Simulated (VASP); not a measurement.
PbO: single point with PBE

PbO:

```
Pb O
1.0
     0.00000    2.76155    2.76155
     2.76155    0.00000    2.76155
     2.76155    2.76155    0.00000
Pb O
1 1
Direct
  0.00000 0.00000 0.00000
  0.25000 0.25000 0.25000
```

The cell was built by a generator and needn't be a form met in nature.

The cell isn't the ideal one: hydrostatic strain -1.3%.

| Quantity | Value |
| --- | --- |
| Program | VASP 6.6.1 |
| Task | single point |
| Functional | PBE |
| Potentials or basis | VASP PAW PBE potentials, release 64 (Pb_d, O) |
| Cutoff | 520 eV |
| k mesh | 8 × 8 × 8 |
| Occupations | fermi-dirac, width 0.02 eV |
| Spin | no spin polarisation |
| Dipole correction | no |
| Further INCAR settings | ALGO = Normal; EDIFF = 1e-06; NBANDS = 17 |

```yaml
Pressure: 5.5 GPa
Band_gap_on_the_k_mesh: 0.31 eV, indirect (least direct gap 0.49 eV)
```

Levels at points of the mesh, in eV from the valence-band top:
| k point | band 7 | band 8 | band 9 | band 10 | band 11 | band 12 | band 13 | band 14 |
| --- | --- | --- | --- | --- | --- | --- | --- | --- |
| (0.00, 0.00, 0.00) | -6.89 | -2.48 | -2.48 | -2.48 | 5.37 | 5.37 | 5.37 | 8.37 |
| (0.50, 0.00, 0.00) | -8.09 | -2.98 | -2.98 | -2.31 | 2.38 | 5.57 | 5.57 | 8.79 |
| (0.50, 0.50, 0.00) | -8.05 | -3.80 | -3.80 | -0.18 | 0.31 | 6.00 | 6.00 | 6.32 |

Wall time 13 s on 1 thread of Intel(R) Xeon(R) 6975P-C (Granite Rapids), on a shared host, peak memory 0.17 GiB.

Caveat: spin-orbit coupling is left out, which as a rule narrows the gap of such compounds by several tenths of an eV. A k mesh can miss the band edges.
